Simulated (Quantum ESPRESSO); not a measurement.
# Band edges of AlP(110) under the vacuum level, part 3 of 6

How deep do the band edges lie under the vacuum at AlP(110), and what does relaxation change?

Quantum ESPRESSO 7.5; plane-wave DFT, PBE, GBRV ultrasoft pseudopotentials.

So far. Step 5 (Relaxing the ions): The relaxation lowers the energy by 78 meV an atom. On the free atoms the largest force ends at 0.024 eV/Å.

## 6. SCF with pw.x of the relaxed slab

The relaxed slab, with empty bands to show its gap.

scf.in

```
&control
  prefix = 'scf'
  outdir = './out'
  pseudo_dir = './pseudo'
  calculation = 'scf'
  tprnfor = .true.
/
&system
  ibrav = 0
  nat = 18
  ntyp = 2
  ecutwfc = 40
  ecutrho = 200
  occupations = 'smearing'
  smearing = 'fd'
  degauss = 0.002
  nbnd = 44
/
&electrons
  conv_thr = 1e-08
  mixing_beta = 0.4
  electron_maxstep = 120
  mixing_mode = 'plain'
/
ATOMIC_SPECIES
  Al  26.9815  al_pbe_v1.uspp.F.UPF
  P   30.9738  p_pbe_v1.5.uspp.F.UPF
CELL_PARAMETERS angstrom
  5.51000000000000 0.00000000000000 0.00000000000000
  0.00000000000000 3.89615836433788 0.00000000000000
  0.00000000000000 0.00000000000000 31.58463345735150
ATOMIC_POSITIONS crystal
  Al  0.072758864700 0.000000000000 0.267899317300
  P   0.274870358600 0.500000000000 0.247864514000
  Al  0.496649448300 0.500000000000 0.312468913200
  P   0.747281268700 0.000000000000 0.315641145700
  Al  0.001604395200 0.000000000000 0.377325627000
  P   0.253462333600 0.500000000000 0.376144794900
  Al  0.500000000000 0.500000000000 0.438321931600
  P   0.750000000000 0.000000000000 0.438321931600
  Al  0.000000000000 0.000000000000 0.500000000000
  P   0.250000000000 0.500000000000 0.500000000000
  Al  0.500000000000 0.500000000000 0.561678068400
  P   0.750000000000 0.000000000000 0.561678068400
  Al  0.001604395200 0.000000000000 0.622674373000
  P   0.253462333600 0.500000000000 0.623855205100
  Al  0.496649448300 0.500000000000 0.687531086800
  P   0.747281268700 0.000000000000 0.684358854300
  Al  0.072758864700 0.000000000000 0.732100682700
  P   0.274870358600 0.500000000000 0.752135486000
K_POINTS automatic
  4 6 1 0 0 0
```

Launch:

```
> OMP_NUM_THREADS=1 mpirun -n 4 pw.x -nk 2 -in scf.in > scf.out
```

Output:

```text
[banner, memory and clock lines left out]
Program PWSCF v.7.5 starts
[citation notice left out]

[...]
Message from routine setup:
[...]
bravais-lattice index     =            0
     lattice parameter (alat)  =      10.4124  a.u.
     unit-cell volume          =    4575.7327 (a.u.)^3
     number of atoms/cell      =           18
     number of atomic types    =            2
     number of electrons       =        72.00
     number of Kohn-Sham states=           44
     kinetic-energy cutoff     =      40.0000  Ry
     charge density cutoff     =     200.0000  Ry
     scf convergence threshold =      1.0E-08
     mixing beta               =       0.4000
     number of iterations used =            8  plain     mixing
     Exchange-correlation=  SLA  PW   PBX  PBC
                           (   1   4   3   4   0   0   0)

[...]
PseudoPot. # 1 for Al read from file:
     ./pseudo/al_pbe_v1.uspp.F.UPF
     Pseudo is Ultrasoft + core correction, Zval =  3.0
     Generated by new atomic code, or converted to UPF format
     Using radial grid of  893 points,  3 beta functions with:
                l(1) =   0
                l(2) =   1
                l(3) =   2
     Q(r) pseudized with  8 coefficients,  rinner =    0.900   0.900   0.900
                                                       0.900   0.900

     PseudoPot. # 2 for P  read from file:
     ./pseudo/p_pbe_v1.5.uspp.F.UPF
     Pseudo is Ultrasoft + core correction, Zval =  5.0
     Generated by new atomic code, or converted to UPF format
     Using radial grid of  903 points,  6 beta functions with:
                l(1) =   0
                l(2) =   0
                l(3) =   1
                l(4) =   1
                l(5) =   2
                l(6) =   2
     Q(r) pseudized with  8 coefficients,  rinner =    1.300   1.300   1.300
                                                       1.300   1.300

     atomic species   valence    mass     pseudopotential
     Al                3.00    26.98150     Al( 1.00)
     P                 5.00    30.97380     P ( 1.00)

      4 Sym. Ops. (no inversion) found

[...]
number of k points=    12  Fermi-Dirac smearing, width (Ry)=  0.0020
[...]
Dense  grid:   218823 G-vectors     FFT dimensions: (  48,  36, 270)

     Smooth grid:   156373 G-vectors     FFT dimensions: (  45,  30, 243)

     Initial potential from superposition of free atoms

     starting charge      71.9764, renormalised to      72.0000

     negative rho (up, down):  3.099E-04 0.000E+00
     Starting wfcs are   72 randomized atomic wfcs

     per-process dynamical memory:   133.2 Mb

     Self-consistent Calculation

     iteration #  1     ecut=    40.00 Ry     beta= 0.40
     Davidson diagonalization with overlap
     ethr =  1.00E-02,  avg # of iterations =  3.3

     negative rho (up, down):  2.721E-04 0.000E+00

     total energy              =    -200.57616515 Ry
     estimated scf accuracy    <       0.94732699 Ry

     iteration #  2     ecut=    40.00 Ry     beta= 0.40
[...]
negative rho (up, down):  3.423E-04 0.000E+00

[...]
total energy              =    -200.66628264 Ry
     estimated scf accuracy    <       0.13302941 Ry

     iteration #  3     ecut=    40.00 Ry     beta= 0.40
[...]
negative rho (up, down):  4.033E-04 0.000E+00

[...]
total energy              =    -200.67798470 Ry
     estimated scf accuracy    <       0.03197425 Ry

     iteration #  4     ecut=    40.00 Ry     beta= 0.40
[...]
negative rho (up, down):  4.522E-04 0.000E+00

[...]
total energy              =    -200.67806617 Ry
     estimated scf accuracy    <       0.03024808 Ry

     iteration #  5     ecut=    40.00 Ry     beta= 0.40
[...]
negative rho (up, down):  4.954E-04 0.000E+00

[...]
total energy              =    -200.68199797 Ry
     estimated scf accuracy    <       0.00423671 Ry

     iteration #  6     ecut=    40.00 Ry     beta= 0.40
[...]
negative rho (up, down):  5.147E-04 0.000E+00

[...]
total energy              =    -200.68265480 Ry
     estimated scf accuracy    <       0.00039590 Ry

[...]
iteration # 10     ecut=    40.00 Ry     beta= 0.40
[...]
negative rho (up, down):  5.280E-04 0.000E+00

[...]
total energy              =    -200.68282678 Ry
     estimated scf accuracy    <       0.00000010 Ry

     iteration # 11     ecut=    40.00 Ry     beta= 0.40
[...]
negative rho (up, down):  5.285E-04 0.000E+00

[...]
total energy              =    -200.68282681 Ry
     estimated scf accuracy    <       0.00000008 Ry

     iteration # 12     ecut=    40.00 Ry     beta= 0.40
[...]
negative rho (up, down):  5.287E-04 0.000E+00

[...]
total energy              =    -200.68282683 Ry
     estimated scf accuracy    <       0.00000007 Ry

     iteration # 13     ecut=    40.00 Ry     beta= 0.40
[...]
negative rho (up, down):  5.291E-04 0.000E+00

[...]
End of self-consistent calculation

          k = 0.0000 0.0000 0.0000 ( 19571 PWs)   bands (ev):

   -11.1976 -10.9767 -10.6202 -10.1255  -9.5985  -9.2217  -9.0403  -8.9582
    -8.9431  -5.0882  -4.9400  -4.6855  -4.3001  -3.8136  -3.2540  -3.1639
    -3.0402  -2.4029  -2.3668  -2.3110  -1.9008  -1.8274  -1.7265  -1.4544
    -1.4045  -1.2959  -1.0769  -0.6785  -0.5807  -0.5124  -0.3610  -0.1205
    -0.0266   0.0150   0.0422   0.0969   1.8570   2.1165   2.5305   2.6842
     2.9952   3.0772   3.2208   3.7991

          k = 0.0000 0.2357 0.0000 ( 19593 PWs)   bands (ev):

   -11.0003 -10.7823 -10.4328  -9.9514  -9.4460  -9.1061  -9.0006  -8.8992
    -8.8943  -4.9580  -4.8428  -4.6537  -4.3364  -3.8644  -3.2966  -3.0775
    -2.8785  -2.7429  -2.6120  -2.4810  -2.3628  -2.2041  -2.1958  -1.8850
    -1.7469  -1.5399  -1.4968  -1.3605  -1.1211  -1.0919  -0.8771  -0.8124
    -0.5643  -0.4879  -0.2583  -0.0703   2.4039   2.8012   3.2919   3.4213
     3.5259   3.6672   3.7696   3.8586

[...]
the Fermi energy is     0.6978 ev

!    total energy              =    -200.68282684 Ry
     estimated scf accuracy    <          1.7E-09 Ry
     smearing contrib. (-TS)   =      -0.00000000 Ry
     internal energy E=F+TS    =    -200.68282684 Ry

     The total energy is F=E-TS. E is the sum of the following terms:
     one-electron contribution =   -1662.23262777 Ry
     hartree contribution      =     850.82280736 Ry
     xc contribution           =     -91.72614663 Ry
     ewald contribution        =     702.45314020 Ry

     convergence has been achieved in  13 iterations

     negative rho (up, down):  5.291E-04 0.000E+00

     Forces acting on atoms (cartesian axes, Ry/au):

     atom    1 type  1   force =    -0.00001393    0.00000000    0.00044010
     atom    2 type  2   force =     0.00032536    0.00000000    0.00009014
     atom    3 type  1   force =     0.00010506    0.00000000    0.00018776
     atom    4 type  2   force =    -0.00069853    0.00000000   -0.00065166
     atom    5 type  1   force =     0.00054783   -0.00000000   -0.00027633
     atom    6 type  2   force =     0.00037570    0.00000000   -0.00052656
     atom    7 type  1   force =    -0.00041744    0.00000000   -0.00221029
     atom    8 type  2   force =    -0.00035775    0.00000000    0.00386330
     atom    9 type  1   force =    -0.00022336    0.00000000    0.00000000
     atom   10 type  2   force =     0.00049076    0.00000000    0.00000000
     atom   11 type  1   force =    -0.00041744    0.00000000    0.00221029
     atom   12 type  2   force =    -0.00035775    0.00000000   -0.00386330
     atom   13 type  1   force =     0.00054783    0.00000000    0.00027633
     atom   14 type  2   force =     0.00037570    0.00000000    0.00052656
     atom   15 type  1   force =     0.00010506    0.00000000   -0.00018776
     atom   16 type  2   force =    -0.00069853    0.00000000    0.00065166
     atom   17 type  1   force =    -0.00001393   -0.00000000   -0.00044010
     atom   18 type  2   force =     0.00032536    0.00000000   -0.00009014

     Total force =     0.006681     Total SCF correction =     0.000077

[...]
```

It took 92 s on 4 MPI ranks of Arm Neoverse V2, shared host; peak memory 1.3 GiB; 6.1 min of CPU time.

Read from the output:

```
Fermi energy                         : 0.6978 eV
valence top, on the run's zero       : 0.09693 eV
conduction bottom, on the run's zero : 1.294 eV
gap by band count                    : 1.197 eV
```

The program's own clock; routines nest. Time by routine:

| routine | wall time (s) | calls |
| --- | --- | --- |
| PWSCF | 91.68 | 1 |
| electrons | 86.74 | 1 |
| c_bands | 71.99 | 13 |
| cegterg | 67.08 | 78 |
| h_psi | 47.25 | 509 |
| fftw | 32.4 | 23656 |
| vloc_psi | 29.92 | 509 |
| calbec | 12.04 | 611 |
| sum_band | 11.03 | 13 |
| h_psi:calbec | 8.51 | 509 |
| add_vuspsi | 8.5 | 509 |
| s_psi | 8.44 | 509 |
| init_run | 3.3 | 1 |
| wfcinit | 2.8 | 1 |

The run needed 13 iterations to bring the estimated error under 1e-08 Ry; the largest force on any atom, held or free, is 0.10 eV/Å.

## 7. Electrostatic potential of the relaxed slab

pot.in

```
&inputpp
  prefix = 'scf'
  outdir = './out'
  filplot = 'pot.dat'
  plot_num = 11
/
```

Launch:

```
> OMP_NUM_THREADS=1 mpirun -n 4 pp.x -in pot.in > pot.out
```

Output:

```text
[banner, memory and clock lines left out]
Program POST-PROC v.7.5 starts
[citation notice left out]

[...]
./out/scf.save/

[...]
negative rho (up, down):  5.291E-04 0.000E+00

     Calling punch_plot, plot_num =  11
     Writing data to file  pot.dat
     Message from routine chdens:
     namelist plot not found or invalid, exiting
```

It took 1.1 s on 4 MPI ranks; peak memory 0.21 GiB; 4.2 s of CPU time.

Read from the output:

```
slope of the potential above                                          : 4.02e-5 eV/Å
upper vacuum line continued to the top atoms, over the valence top    : 5.708 eV
slope of the potential below                                          : -2.89e-5 eV/Å
lower vacuum line continued to the bottom atoms, over the valence top : 5.708 eV
vacuum level at the upper face over the valence top of the mesh       : 5.708 eV
vacuum level at the lower face over the valence top of the mesh       : 5.708 eV
```

The potential energy, planar mean oscillates, so the rows of the table below give means over windows of 1.99 Å about each position, cut where the curve ends. Its maxima inside the range that stand out by 2 % of the span (Å: eV): 9.0: -1.58, 10.9: 0.740, 12.9: 0.559, 14.9: 0.545, 16.7: 0.545, 18.7: 0.559, 20.7: 0.740, 22.6: -1.58. Its minima: 8.1: -5.69, 9.9: -8.61, 11.9: -8.26, 13.8: -8.31, 15.8: -8.36, 17.8: -8.31, 19.7: -8.26, 21.6: -8.61, 23.5: -5.69.

Electrostatic potential energy of an electron; zero at the highest filled level of the SCF mesh. The potential energy, planar mean by z; means over each step:

z (Å), potential energy, planar mean (eV) and a bar from the least value:
```
     0.99       5.71 ##############################
     2.98       5.71 ##############################
     4.97       5.69 ##############################
     6.96       1.92 ###################
     8.95      -4.37 
    10.94      -3.64 ##
    12.93      -3.75 ##
    14.92      -3.76 ##
    16.91      -3.75 ##
    18.90      -3.72 ##
    20.89      -3.68 ##
    22.88      -3.94 #
    24.87       3.27 #######################
    26.86       5.70 ##############################
    28.85       5.71 ##############################
    30.84       5.71 ##############################
```

The vacuum is flat to 0.1 meV/Å, so its level is well defined. Inside the slab the curve depends on the local part of the pseudopotentials; only the vacuum level has a meaning of its own.

## 8. Planar and running averages

A running mean over one period damps the atomic wiggles and leaves the mean of this pseudopotential's potential.

avg.in

```
1
pot.dat
1.0
324
3
7.3626722468
```

Launch:

```
> OMP_NUM_THREADS=1 average.x < avg.in > avg.out
```

Output:

```text
[banner, memory and clock lines left out]
Program AVERAGE v.7.5 starts
[citation notice left out]

[...]
Reading header from file  pot.dat
     Reading data from file  pot.dat
     Output written to file avg.dat

[...]
```

It took 0.56 s on 1 MPI rank; peak memory 0.14 GiB.

Read from the output:

| Property | Result |
| --- | --- |
| average.x's running mean in the middle layers, on the run's own zero | -3.571 eV |
| mean potential by an exact Fourier window in the middle layers, on the run's own zero | -3.568 eV |

Electrostatic potential energy of an electron; zero at the highest filled level of the SCF mesh; window 3.8962 Å. Table of potential energy, running mean by z:

z (Å), potential energy, running mean (eV) and a bar from the least value:
```
        0       5.71 ##############################
        1       5.71 ##############################
        2       5.71 ##############################
        3       5.71 ##############################
        4       5.70 ##############################
        5       5.55 ##############################
        6       3.89 ########################
        7       1.30 #################
        8      -1.36 ########
        9      -3.61 ##
       10      -3.90 #
       11      -3.94 #
       12      -3.48 ##
       13      -3.74 #
       14      -3.56 ##
       15      -3.76 #
       16      -3.58 ##
       17      -3.75 #
       18      -3.58 ##
       19      -3.69 #
       20      -3.57 ##
       21      -4.12 
       22      -3.70 #
       23      -3.14 ###
       24       0.04 #############
       25       2.22 ###################
       26       4.92 ############################
       27       5.66 ##############################
       28       5.71 ##############################
       29       5.71 ##############################
       30       5.71 ##############################
       31       5.71 ##############################
```

Where the running mean is not flat inside, average.x's window, rounded to the grid, doesn't match the spacings there.

(Continued in part 4 of 6.)

[Logs are printed without paths, hosts, clocks, repeated set-up lines and the standing remarks that a program may print on its own settings, such as how far it seeks lower states.]

[Hosts, paths, dates, database ids (printed as entryN), source tags and the programs' standing remarks are cut or masked in the printed files.]

[Maps of the electrostatic potential energy from Ansatz leave out the sawtooth potential of an applied field or a dipole correction, so their vacuum need not be flat; planar profiles and work functions include it.]
